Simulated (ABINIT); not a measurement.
# ZrN (Fm-3m) in ABINIT: single point with PBEsol

Aim: the single point of ZrN with PBEsol.

All numbers are computed with ABINIT 10.8.3 (patched build); they aren't measurements. Logs are shortened: lines on timing, memory, paths and dates and some standing lists are left out, and cuts for length are marked. The log counts tension as positive stress, the text compression.

### 1 The structure

Symmetry: Fm-3m, No. 225, cubic system. Conventional cell: a = 4.600 Å, b = 4.600 Å, c = 4.600 Å, α = 90.00°, β = 90.00°, γ = 90.00°. Zr (site symmetry m-3m) has 6 N at 2.30 Å as nearest neighbours. N (site symmetry m-3m) has 6 Zr at 2.30 Å as nearest neighbours.

### 2 Single point, PBEsol

The input, run.abi:

```
# Pseudopotentials
pp_dirpath "./"
pseudos "Zr.GGA_PBE-JTH.xml, N.GGA_PBE-JTH.xml"

# Structure
acell 3*1.0
rprim
     0.0000000000     4.3463700866     4.3463700866
     4.3463700866     0.0000000000     4.3463700866
     4.3463700866     4.3463700866     0.0000000000
ntypat 2
znucl 40 7
natom 2
typat 1 2
xred
     0.5000000000     0.5000000000     0.5000000000
     0.0000000000     0.0000000000     0.0000000000

# Plane-wave basis
ecut 26.0
pawecutdg 48.0

# k points
kptopt 1
ngkpt 8 8 8
nshiftk 1
shiftk 0.0 0.0 0.0

# Exchange and correlation
ixc -116133

# Bands and occupations
nband 13
occopt 3
tsmear 0.00183747

# SCF cycle
nstep 100
tolvrs 1.0e-9

# Output
iomode 3
prtwf 0
prtden 0
prteig 0
prtebands 0
```

Potentials or basis: JTH PAW PBE v2.0.

Command:

```bash
> abinit run.abi > log 2>&1
```

run.abo:

```text
.Version 10.8.3 of ABINIT
 Symmetries : space group Fm -3 m (#225); Bravais cF (face-center cubic)
================================================================================
 Values of the parameters that define the memory need of the present run
     intxc =       0    ionmov =       0      iscf =      17    lmnmax =      18
     lnmax =       6     mgfft =      30  mpssoang =       3    mqgrid =    3001
     natom =       2  nloc_mem =       2    nspden =       1   nspinor =       1
    nsppol =       1      nsym =      48    n1xccc =       1    ntypat =       2
    occopt =       3   xclevel =       2
       mpw =        1049          nfft =       27000          nkpt =          29
 PAW method is used; the additional fine FFT grid is defined by:
   mgfftf=        40    nfftf =     64000
================================================================================
================================================================================

--------------------------------------------------------------------------------
------------- Echo of variables that govern the present computation ------------
--------------------------------------------------------------------------------
 -outvars: echo values of preprocessed input variables --------
            acell      1.0000000000E+00  1.0000000000E+00  1.0000000000E+00 Bohr
              amu      9.12240000E+01  1.40067400E+01
             ecut      2.60000000E+01 Hartree
              ixc     -116133
         kptrlatt        8    0    0      0    8    0      0    0    8
          kptrlen      4.91735642E+01
            natom           2
            nband          13
            ngfft          30      30      30
          ngfftdg          40      40      40
             nkpt          29
            nstep         100
             nsym          48
           ntypat           2
           occopt           3
        pawecutdg      4.80000000E+01 Hartree
         pawxcdev           0
           prtden           0
        prtebands           0
           prteig           0
            prtwf           0
            rprim      0.0000000000E+00  4.3463700866E+00  4.3463700866E+00
                       4.3463700866E+00  0.0000000000E+00  4.3463700866E+00
                       4.3463700866E+00  4.3463700866E+00  0.0000000000E+00
          spgroup         225
           tolvrs      1.00000000E-09
           tsmear      1.83747000E-03 Hartree
            typat      1  2
           useylm           1
           xangst      2.2999999984E+00  2.2999999984E+00  2.2999999984E+00
                       0.0000000000E+00  0.0000000000E+00  0.0000000000E+00
            xcart      4.3463700866E+00  4.3463700866E+00  4.3463700866E+00
                       0.0000000000E+00  0.0000000000E+00  0.0000000000E+00
             xred      5.0000000000E-01  5.0000000000E-01  5.0000000000E-01
                       0.0000000000E+00  0.0000000000E+00  0.0000000000E+00
            znucl       40.00000    7.00000

================================================================================

 chkinp: Checking input parameters for consistency.

================================================================================
== DATASET  1 ==================================================================

--- !DatasetInfo
iteration_state: {dtset: 1, }
dimensions: {natom: 2, nkpt: 29, mband: 13, nsppol: 1, nspinor: 1, nspden: 1, mpw: 1049, }
cutoff_energies: {ecut:  26.0, pawecutdg:  48.0, }
electrons: {nelect:   1.70000000E+01, charge:   0.00000000E+00, occopt:   3.00000000E+00, tsmear:   1.83747000E-03, }
meta: {optdriver: 0, ionmov: 0, optcell: 0, iscf: 17, paral_kgb: 0, }
...

 Real(R)+Recip(G) space primitive vectors, cartesian coordinates (Bohr,Bohr^-1):
 R(1)=  0.0000000  4.3463701  4.3463701  G(1)= -0.1150385  0.1150385  0.1150385
 R(2)=  4.3463701  0.0000000  4.3463701  G(2)=  0.1150385 -0.1150385  0.1150385
 R(3)=  4.3463701  4.3463701  0.0000000  G(3)=  0.1150385  0.1150385 -0.1150385
 Unit cell volume ucvol=  1.6421397E+02 bohr^3
 Angles (23,13,12)=  6.00000000E+01  6.00000000E+01  6.00000000E+01 degrees

 Coarse grid specifications (used for wave-functions):

 getcut: wavevector=  0.0000  0.0000  0.0000  ngfft=  30  30  30
         ecut(hartree)=     26.000   => boxcut(ratio)=   2.12868

 Fine grid specifications (used for densities):

 getcut: wavevector=  0.0000  0.0000  0.0000  ngfft=  40  40  40
         ecut(hartree)=     48.000   => boxcut(ratio)=   2.08657

--- Pseudopotential description ------------------------------------------------
- pspini: atom type   1  psp file is ./Zr.GGA_PBE-JTH.xml
 Pseudopotential format is: paw10
 basis_size (lnmax)=  6 (lmn_size= 18), orbitals=   0   0   1   1   2   2
 Spheres core radius: rc_sph= 2.22030268
 Shapefunction is BESSEL type: shapef(r,l)=aa(1,l)*jl(q(1,l)*r)+aa(2,l)*jl(q(2,l)*r)
 Radius for shape functions =  2.22030268
 Compensation charge density is not taken into account in XC energy/potential

- pspini: atom type   2  psp file is ./N.GGA_PBE-JTH.xml
 Pseudopotential format is: paw10
 basis_size (lnmax)=  4 (lmn_size=  8), orbitals=   0   0   1   1
 Spheres core radius: rc_sph= 1.20497474
 Shapefunction is SIN type: shapef(r)=[sin(pi*r/rshp)/(pi*r/rshp)]**2
 Radius for shape functions =  1.00243812
 Compensation charge density is not taken into account in XC energy/potential

   3.17775973E+02                                ecore*ucvol(ha*bohr**3)
--------------------------------------------------------------------------------

[... 7 lines left out ...]

     iter   Etot(hartree)      deltaE(h)  residm     nres2
 ETOT  1  -57.628316516150    -5.763E+01 1.758E-01 4.008E+01
 ETOT  2  -57.662858410852    -3.454E-02 1.943E-01 2.399E+01
 ETOT  3  -57.635042450397     2.782E-02 6.181E-03 9.097E-01
 ETOT  4  -57.635638305808    -5.959E-04 3.444E-03 2.293E-01
 ETOT  5  -57.635127736974     5.106E-04 4.604E-04 7.183E-03
 ETOT  6  -57.635136056957    -8.320E-06 3.050E-04 1.458E-03
 ETOT  7  -57.635135492120     5.648E-07 1.266E-04 2.988E-05
 ETOT  8  -57.635135479957     1.216E-08 1.467E-04 6.243E-06
 ETOT  9  -57.635135473156     6.801E-09 1.029E-04 4.907E-07
 ETOT 10  -57.635135472657     4.994E-10 1.088E-04 4.360E-09
 ETOT 11  -57.635135472661    -3.837E-12 8.079E-05 3.740E-09
 ETOT 12  -57.635135472658     2.608E-12 8.247E-05 4.366E-10

 At SCF step   12       nres2   =  4.37E-10 < tolvrs=  1.00E-09 =>converged.

 Cartesian components of stress tensor (hartree/bohr^3)
  sigma(1 1)=  2.66626888E-04  sigma(3 2)=  0.00000000E+00
  sigma(2 2)=  2.66626888E-04  sigma(3 1)=  0.00000000E+00
  sigma(3 3)=  2.66626888E-04  sigma(2 1)=  0.00000000E+00

--- !ResultsGS
iteration_state: {dtset: 1, }
comment   : Summary of ground state results
lattice_vectors:
- [  0.0000000,   4.3463701,   4.3463701, ]
- [  4.3463701,   0.0000000,   4.3463701, ]
- [  4.3463701,   4.3463701,   0.0000000, ]
lattice_lengths: [   6.14670,    6.14670,    6.14670, ]
lattice_angles: [ 60.000,  60.000,  60.000, ] # degrees, (23, 13, 12)
lattice_volume:   1.6421397E+02
convergence: {deltae:  2.608E-12, res2:  4.366E-10, residm:  8.247E-05, diffor: null, }
etotal    :  -5.76351355E+01
entropy   :   0.00000000E+00
fermie    :   5.17855019E-01
cartesian_stress_tensor: # hartree/bohr^3
- [  2.66626888E-04,   0.00000000E+00,   0.00000000E+00, ]
- [  0.00000000E+00,   2.66626888E-04,   0.00000000E+00, ]
- [  0.00000000E+00,   0.00000000E+00,   2.66626888E-04, ]
pressure_GPa:  -7.8444E+00
xred      :
- [  5.0000E-01,   5.0000E-01,   5.0000E-01, Zr]
- [  0.0000E+00,   0.0000E+00,   0.0000E+00,  N]
cartesian_forces: # hartree/bohr
- [ -0.00000000E+00,  -0.00000000E+00,  -0.00000000E+00, ]
- [ -0.00000000E+00,  -0.00000000E+00,  -0.00000000E+00, ]
force_length_stats: {min:   0.00000000E+00, max:   0.00000000E+00, mean:   0.00000000E+00, }
...

 Integrated electronic density in atomic spheres:
 ------------------------------------------------
 Atom  Sphere_radius  Integrated_density
    1        2.22030          9.06338146
    2        1.20497          2.55304819

================================================================================

 ----iterations are completed or convergence reached----

 Mean square residual over all n,k,spin=   23.167E-08; max=  82.470E-06
 reduced coordinates (array xred) for    2 atoms
       0.500000000000      0.500000000000      0.500000000000
       0.000000000000      0.000000000000      0.000000000000
 rms dE/dt=  0.0000E+00; max dE/dt=  0.0000E+00; dE/dt below (all hartree)
    1       0.000000000000      0.000000000000      0.000000000000
    2       0.000000000000      0.000000000000      0.000000000000

 cartesian coordinates (angstrom) at end:
    1      2.29999999841887     2.29999999841887     2.29999999841887
    2      0.00000000000000     0.00000000000000     0.00000000000000

 cartesian forces (hartree/bohr) at end:
    1     -0.00000000000000    -0.00000000000000    -0.00000000000000
    2     -0.00000000000000    -0.00000000000000    -0.00000000000000
 frms,max,avg= 0.0000000E+00 0.0000000E+00   0.000E+00  0.000E+00  0.000E+00 h/b

 cartesian forces (eV/Angstrom) at end:
    1     -0.00000000000000    -0.00000000000000    -0.00000000000000
    2     -0.00000000000000    -0.00000000000000    -0.00000000000000
 frms,max,avg= 0.0000000E+00 0.0000000E+00   0.000E+00  0.000E+00  0.000E+00 e/A
 length scales=  1.000000000000  1.000000000000  1.000000000000 bohr
              =  0.529177210544  0.529177210544  0.529177210544 angstroms
 Fermi (or HOMO) energy (hartree) =   0.51786   Average Vxc (hartree)=  -0.46663
 Eigenvalues (hartree) for nkpt=  29  k points:
 kpt#   1, nband= 13, wtk=  0.00195, kpt=  0.0000  0.0000  0.0000 (reduced coord)
  -1.30050   -0.47946   -0.47946   -0.47946   -0.07574    0.42236    0.42236    0.42236
   0.50295    0.50295    0.50295    0.57491    0.57491
      occupation numbers for kpt#   1
   2.00000    2.00000    2.00000    2.00000    2.00000    2.00000    2.00000    2.00000
   1.99940    1.99940    1.99940    0.00000    0.00000
 prteigrs : prtvol=0 or 1, do not print more k-points.

--- !EnergyTerms
iteration_state     : {dtset: 1, }
comment             : Components of total free energy in Hartree
kinetic             :  1.80715383115851E+01
hartree             :  7.29330225763232E+00
xc                  : -9.45083038486988E+00
Ewald energy        : -5.20899980134543E+01
psp_core            :  1.93513359389460E+00
local_psp           : -3.54965347506605E+01
PAW spherical_terms :  1.21026159584318E+01
internal            : -5.76347730274408E+01
'-kT*entropy'       : -3.65246250612985E-04
total_energy        : -5.76351382736914E+01
total_energy_eV     : -1.56833200890594E+03
...

--- !EnergyTermsDC
iteration_state     : {dtset: 1, }
comment             : '"Double-counting" decomposition of free energy'
band_energy         : -3.15088967661280E+00
Ewald energy        : -5.20899980134543E+01
psp_core            :  1.93513359389460E+00
xc_dc               : -5.83669791510165E+00
PAW spherical_terms :  1.50768178486652E+00
internal            : -5.76347702264076E+01
'-kT*entropy'       : -3.65246250612985E-04
total_energy_dc     : -5.76351354726582E+01
total_energy_dc_eV  : -1.56833193268594E+03
...

--- !EnergyTermsWithPAWCore
iteration_state     : {dtset: 1, }
comment             : 'Components of total free energy, including PAW core contributions'
Total energy        : -3.65147405949908E+03
Total energy DC     : -3.65147405669805E+03
Total energy (eV)   : -9.93616710002097E+04
Total energy DC (eV): -9.93616709239896E+04
...

 Cartesian components of stress tensor (hartree/bohr^3)
  sigma(1 1)=  2.66626888E-04  sigma(3 2)=  0.00000000E+00
  sigma(2 2)=  2.66626888E-04  sigma(3 1)=  0.00000000E+00
  sigma(3 3)=  2.66626888E-04  sigma(2 1)=  0.00000000E+00

-Cartesian components of stress tensor (GPa)         [Pressure= -7.8444E+00 GPa]
- sigma(1 1)=  7.84443387E+00  sigma(3 2)=  0.00000000E+00
- sigma(2 2)=  7.84443387E+00  sigma(3 1)=  0.00000000E+00
- sigma(3 3)=  7.84443387E+00  sigma(2 1)=  0.00000000E+00

== END DATASET(S) ==============================================================
================================================================================

 -outvars: echo values of variables after computation  --------
            acell      1.0000000000E+00  1.0000000000E+00  1.0000000000E+00 Bohr
           etotal     -5.7635135473E+01
            fcart     -0.0000000000E+00 -0.0000000000E+00 -0.0000000000E+00
                      -0.0000000000E+00 -0.0000000000E+00 -0.0000000000E+00
            rprim      0.0000000000E+00  4.3463700866E+00  4.3463700866E+00
                       4.3463700866E+00  0.0000000000E+00  4.3463700866E+00
                       4.3463700866E+00  4.3463700866E+00  0.0000000000E+00
           strten      2.6662688783E-04  2.6662688783E-04  2.6662688783E-04
                       0.0000000000E+00  0.0000000000E+00  0.0000000000E+00
           xangst      2.2999999984E+00  2.2999999984E+00  2.2999999984E+00
                       0.0000000000E+00  0.0000000000E+00  0.0000000000E+00
             xred      5.0000000000E-01  5.0000000000E-01  5.0000000000E-01
                       0.0000000000E+00  0.0000000000E+00  0.0000000000E+00
 Calculation completed.
```

Wall time 24 s (1 thread of Arm Neoverse V1, shared host); peak memory 0.12 GiB.

What came out:

- Free energy: -1568.3319 eV
- Pressure: -7.8 GPa
- Band gap on the k mesh: none (metal or under the smearing width)
- Valence electrons inside the program's atomic spheres: Zr 9.06; N 2.55

Levels at points of the mesh, in eV from the Fermi level:
```tsv
k point	band 7	band 8	band 9	band 10	band 11	band 12
(0.00, 0.00, 0.00)	-2.60	-2.60	-0.41	-0.41	-0.41	1.55
(0.50, 0.00, 0.00)	-5.63	-5.63	3.01	3.07	3.07	4.66
(0.50, 0.50, 0.00)	-3.47	-3.12	-3.12	3.34	4.52	4.52
```

Caveat: the PAW data sets were made with another functional, which shifts forces and pressure a little.
